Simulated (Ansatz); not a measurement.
Input and command of a plane-wave DFT calculation in Ansatz:

```yaml
crystal:
  lattice:
    - [3.7240006046, 0.0, 0.0]
    - [-1.8620003023, 3.2250791273, 0.0]
    - [0.0, 0.0, 5.062]
  atoms:
    - { symbol: Pt, position: [0.0, 0.0, 0.0] }
    - { symbol: Se, position: [0.2434819727, 0.6008909055, 0.1907348874] }
    - { symbol: Se, position: [0.6666666667, 0.3333333333, 0.75] }
basis:
  ecutwfc: 420
kpoints:
  mp_grid: { grid: [12, 12, 10] }
hamiltonian:
  xc: pbesol
scf:
  occupations: { method: gaussian, width: 0.15 }
output:
  forces: true
  stress: true
  eigenvalues: true
```

```bash
ansatz run input.yaml --threads 1 --pin off --max-ram 2560MiB --backend cpu --events-out ev --progress --plain --runs-dir out
```

Processor: Arm Neoverse V1, 1 thread, on a host shared with other jobs.

How long does it run, and how much memory does it take?

About 120 s on 1 thread of Arm Neoverse V1 (shared host), peak memory 1.1 GiB. It solves 30 bands at 724 k points (the mesh reduced by symmetry) with about 1205 plane waves, in 8 SCF iterations.
